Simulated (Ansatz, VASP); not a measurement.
**H in VASP and in Ansatz**

The input INCAR:

```
PREC = Accurate
ENCUT = 520
EDIFF = 1E-7
ISMEAR = 0
SIGMA = 0.02
LREAL = False
LASPH = True
NELM = 60
ALGO = Normal
ISIF = 2
LWAVE = False
LCHARG = False
GGA = PS
NBANDS = 10
```

File KPOINTS:

```
Automatic mesh
0
Gamma
  8 8 4
```

File POSCAR:

```
H
1.0
    1.6485318600     -2.7316882300      0.0000000000
    1.6485318600      2.7316882300      0.0000000000
    0.0000000000      0.0000000000      6.3137686200
H
4
Direct
    0.5678085000      0.4321915000      0.9995149500
    0.4321915000      0.5678085000      0.0004850500
    0.4321915000      0.5678085000      0.4995149500
    0.5678085000      0.4321915000      0.5004850500
```

Input for Ansatz:

```yaml
crystal:
  lattice:
    - [1.64853186, -2.73168823, 0.0]
    - [1.64853186, 2.73168823, 0.0]
    - [0.0, 0.0, 6.31376862]
  atoms:
    - { symbol: H, position: [0.5678085, 0.4321915, 0.99951495] }
    - { symbol: H, position: [0.4321915, 0.5678085, 0.00048505] }
    - { symbol: H, position: [0.4321915, 0.5678085, 0.49951495] }
    - { symbol: H, position: [0.5678085, 0.4321915, 0.50048505] }
basis:
  ecutwfc: 420
kpoints:
  mp_grid: { grid: [8, 8, 4] }
hamiltonian:
  xc: pbesol
scf:
  occupations: { method: gaussian, width: 0.02 }
output:
  forces: true
  stress: true
  eigenvalues: true
  populations: true
```

Alike in both runs: task single point; functional PBEsol; k mesh 8 × 8 × 4; occupations gaussian, width 0.02 eV; no spin polarisation.

```csv
,VASP,Ansatz
version,VASP 6.6.1,Ansatz 0.2.0
potentials or method,"VASP PAW PBE potentials, release 64 (H)","scalar-relativistic, plane waves, PAW"
plane-wave cutoff (eV),520,420
valence electrons in the cell,4,4
```

Ansatz gave:

| Quantity | Value |
| --- | --- |
| gap on the k mesh at the Fermi level (eV) | 8.20 |
| least direct gap on the mesh (eV) | 8.21 |
| pressure (GPa) | 1.0 |
| largest component of the traceless stress (GPa) | 1.66 |
| rms of the force components (eV/Å) | 0.361 |

Q: What did VASP give for the same quantities?

A: gap on the k mesh at the Fermi level (eV): 8.20; least direct gap on the mesh (eV): 8.21; pressure (GPa): 0.8; largest component of the traceless stress (GPa): 1.64; rms of the force components (eV/Å): 0.362.

Atom by atom the forces differ by 0.001 eV/Å (rms over components).

Caveats: the PAW data sets were made with another functional, which shifts forces and pressure a little (VASP). A k mesh can miss the band edges. Expect the measured gap to be larger: semilocal functionals such as PBEsol lack the derivative discontinuity.
